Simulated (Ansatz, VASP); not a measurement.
# One calculation of NaI, two programs

INCAR

```
SYSTEM = NaI
PREC = Accurate ; ENCUT = 520
EDIFF = 1E-7 ; ISMEAR = -1
SIGMA = 0.02 ; LREAL = .FALSE.
LASPH = .TRUE. ; NELM = 100
ALGO = Normal ; ISIF = 2
LWAVE = .FALSE. ; LCHARG = .FALSE.
GGA = PE ; NBANDS = 14
```

The input KPOINTS:

```
Automatic mesh
0
G
  8 8 8
  0 0 0
```

Contents of POSCAR:

```
NaI
1.0
    0.0000000000      3.2296282834      3.4146859840
    3.2296282834      0.0000000000      3.4146859840
    3.2296282834      3.2296282834      0.0000000000
Na I
1 1
Direct
    0.0000000000      0.0000000000      0.0000000000
    0.5000000000      0.5000000000      0.5000000000
```

Input for Ansatz:

```yaml
crystal:
  lattice:
    - [0.0, 3.2296282834, 3.414685984]
    - [3.2296282834, 0.0, 3.414685984]
    - [3.2296282834, 3.2296282834, 0.0]
  atoms:
    - { symbol: Na, position: [0.0, 0.0, 0.0] }
    - { symbol: I, position: [0.5, 0.5, 0.5] }
kpoints:
  mp_grid: { grid: [8, 8, 8] }
  band_path:
    path:
      - [0.0, 0.0, 0.0]
      - [0.5, 0.0, 0.5]
      - [0.625, 0.25, 0.625]
      - [0.375, 0.375, 0.75]
      - [0.5, 0.5, 0.5]
      - [0.5, 0.25, 0.75]
    npoints: 1
hamiltonian:
  xc: pbe
scf:
  occupations: { method: fermi_dirac, width: 0.02 }
  n_extra_bands: 4
output:
  forces: true
  stress: true
  eigenvalues: true
```

Change from the starting cell: uniaxial_z strain +5.7%.

Alike in both runs: task single point; functional PBE; k mesh 8 × 8 × 8; occupations fermi-dirac, width 0.02 eV; no spin polarisation.

|  | VASP | Ansatz |
| --- | --- | --- |
| version | VASP 6.6.1 | Ansatz 0.2.0 |
| potentials or method | VASP PAW PBE potentials, release 64 (Na_pv, I) | plane waves, PAW |
| plane-wave cutoff (eV) | 520 | 420 |
| valence electrons in the cell | 14 | 26 |

|  | VASP | Ansatz | Ansatz less VASP |
| --- | --- | --- | --- |
| gap on the k mesh at the Fermi level (eV) | 3.49 | 3.49 | +0.003 |
| pressure (GPa) | -0.2 | -0.2 | -0.01 |
| largest component of the traceless stress (GPa) | 0.63 | 0.63 | -0.004 |

With one functional, cell and mesh, what is left measures potentials, basis and numerics. The two sets of potentials don't hold the same shells in valence.

Caveats: spin-orbit coupling is left out, which moves the levels of the heavy elements. A k mesh can miss the band edges.
